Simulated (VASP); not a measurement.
Input of a VASP 6.6.1 run:

File INCAR:

```
SYSTEM = AlAs
  ALGO = Normal
  EDIFF = 1E-6
  EDIFFG = -0.01
  ENCUT = 600
  GGA = PS
  IBRION = 2
  ISIF = 3
  ISMEAR = 0
  KPAR = 2
  LASPH = .True.
  LCHARG = .False.
  LREAL = .False.
  LWAVE = .False.
  NELM = 80
  NSW = 90
  PREC = Accurate
  SIGMA = 0.03
```

KPOINTS

```
k-points
0
Gamma
  10 10 10
  0 0 0
```

The input POSCAR:

```
AlAs
1.0
    0.0000000000      2.8304000000      2.8304000000
    2.8304000000      0.0000000000      2.8304000000
    2.8304000000      2.8304000000      0.0000000000
Al As
1 1
Direct
    0.0000000000      0.0000000000      0.0000000000
    0.2500000000      0.2500000000      0.2500000000
```

Potentials or basis: VASP PAW PBE potentials, release 64 (Al, As).

Command:

```bash
$ cat potpaw_PBE.64/Al/POTCAR potpaw_PBE.64/As/POTCAR > POTCAR
$ mpirun -np 2 vasp_std > vasp.out
```

Predict the band gap on the k mesh.

1.34 eV, indirect (least direct gap 1.89 eV).

Predict the relaxed volume.

22.93 Å³/atom.

What does it give for the space group after relaxing (to 0.05 Å)?

F-43m (No. 216).

The path:
```csv
step,energy change (eV),largest force (eV/Å),pressure (GPa),volume (Å³)
1,0.0000,0.0000,0.82,45.35
2,-0.0010,0.0000,-0.41,46.12
3,-0.0013,0.0000,0.00,45.86
```

Caveat: the PAW data sets were made with another functional, which shifts forces and pressure a little. Expect the measured gap to be larger: semilocal functionals such as PBEsol lack the derivative discontinuity.
